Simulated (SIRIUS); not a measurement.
The system is Rh.

```xyz
1
Lattice="0.0000 1.8979 1.8979 1.8979 0.0000 1.8979 1.8979 1.8979 0.0000" Properties=species:S:1:pos:R:3 pbc="T T T"
Rh    0.0000    0.0000    0.0000
```

Base run:

```yaml
Program: SIRIUS 7.10.0
Functional: BLYP
Potentials_or_basis: PseudoDojo 0.4.1 PBE standard (scalar relativistic)
Cutoff: 1202 eV
Density_cutoff: 4809 eV
k_mesh: 12 × 12 × 12
Occupations: fermi-dirac, width 0.05 eV
Spin: no spin polarisation
```

Its results: band gap on the k mesh none (metal or under the smearing width); pressure 21.8 GPa.

Problem. The run is repeated on the same cell with these changes: functional from BLYP to HCTH407; libxc names from ["XC_GGA_X_B88", "XC_GGA_C_LYP"] to ["XC_GGA_XC_HCTH_407"]. What comes out?

Solution. Band gap on the k mesh none (metal or under the smearing width); pressure 1.3 GPa.

Caveats: the potentials were made for another functional, which shifts forces and pressure.

Not every run made on this cell is shown here.
